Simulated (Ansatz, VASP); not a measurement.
# Two plane-wave programs on LiF

INCAR

```
PREC = Accurate ; ENCUT = 520
EDIFF = 1E-7 ; ISMEAR = 0
SIGMA = 0.05 ; LREAL = F
LASPH = T ; NELM = 60
ALGO = Normal ; ISIF = 2
LWAVE = F ; LCHARG = F
GGA = PE ; NBANDS = 12
```

File KPOINTS:

```
Automatic mesh
0
Gamma
  12 12 12
```

File POSCAR:

```
LiF
1.0
    0.1046928307      2.0676834056      2.0676834056
    2.0676834056      0.1046928307      2.0676834056
    2.0676834056      2.0676834056      0.1046928307
Li F
1 1
Direct
    0.0000000000      0.0000000000      0.0000000000
    0.5000000000      0.5000000000      0.5000000000
```

Input for Ansatz:

```yaml
crystal:
  lattice:
    - [0.1046928307, 2.0676834056, 2.0676834056]
    - [2.0676834056, 0.1046928307, 2.0676834056]
    - [2.0676834056, 2.0676834056, 0.1046928307]
  atoms:
    - { symbol: Li, position: [0.0, 0.0, 0.0] }
    - { symbol: F, position: [0.5, 0.5, 0.5] }
basis:
  ecutwfc: 420
kpoints:
  mp_grid: { grid: [12, 12, 12] }
hamiltonian:
  xc: pbe
scf:
  occupations: { method: gaussian, width: 0.05 }
output:
  forces: true
  stress: true
  eigenvalues: true
```

Alike in both runs: task single point; functional PBE; k mesh 12 × 12 × 12; occupations gaussian, width 0.05 eV; no spin polarisation.

```csv
,VASP,Ansatz
version,VASP 6.6.1,Ansatz 0.2.0
potentials or method,"VASP PAW PBE potentials, release 64 (Li_sv, F)","scalar-relativistic, plane waves, PAW"
plane-wave cutoff (eV),520,420
valence electrons in the cell,10,10
```

```tsv
	VASP	Ansatz	Ansatz less VASP
gap on the k mesh at the Fermi level (eV)	8.89	8.89	+0.001
least direct gap on the mesh (eV)	8.89	8.89	+0.001
```

 Expect the measured gap to be larger: semilocal functionals such as PBE lack the derivative discontinuity. A k mesh can miss the band edges.
